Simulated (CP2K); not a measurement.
Runs of CP2K 2026.2 on TePb. Symmetry: Fm-3m, No. 225, cubic system. The conventional cell has a = 6.462 Å, b = 6.462 Å, c = 6.462 Å, α = 90.00°, β = 90.00°, γ = 90.00°. Pb (site symmetry m-3m) has 6 Te at 3.23 Å as nearest neighbours. Around Te (site symmetry m-3m) lie 6 Pb at 3.23 Å. 

```tsv
level	potentials or basis	spin	smearing	EPS_DEFAULT	NGRIDS	points a segment of the path (NPOINTS)	bands added on the path	soc after scf	pressure (GPa)
PBE	GTH_SOC_POTENTIALS Pb GTH-PBE-q4, Te GTH-PBE-q6; TZVP-MOLOPT-PBE-GTH basis	SOC, no magnetisation	fermi-dirac 0.05 eV	1.0E-9	5	8	4	yes	2.0
PBEsol	POTENTIAL_UZH Pb GTH-PBE-q4, Te GTH-PBE-q6; TZVP-MOLOPT-PBE-GTH basis	off	fermi-dirac 0.05 eV	1.0E-9	5	8	4	-	(a)
r2SCAN	POTENTIAL_UZH Pb GTH-SCAN-q4, Te GTH-SCAN-q6; TZVP-MOLOPT-SCAN-GTH basis	off	fermi-dirac 0.01 eV	1.0E-10	4	8	2	-	0.4
LDA	GTH_POTENTIALS Pb GTH-PADE-q4, Te GTH-PADE-q6; TZVP-MOLOPT-PBE-GTH basis	off	fermi-dirac 0.05 eV	1.0E-9	4	10	2	-	(b)
PBE	POTENTIAL_UZH Pb GTH-PBE-q4, Te GTH-PBE-q6; TZVP-MOLOPT-PBE-GTH basis	off	fermi-dirac 0.05 eV	1.0E-9	5	8	4	-	2.7
```

Alike in all rows: task band structure; cell as given; k mesh 7 × 7 × 7.

Task: Estimate the missing entries.

Result: (a) 1.6; (b) -2.2.

Caveats: the basis of atomic orbitals isn't converged, which shifts pressures, moduli and gaps; the potentials were made for another functional, which shifts forces and pressure (some runs).
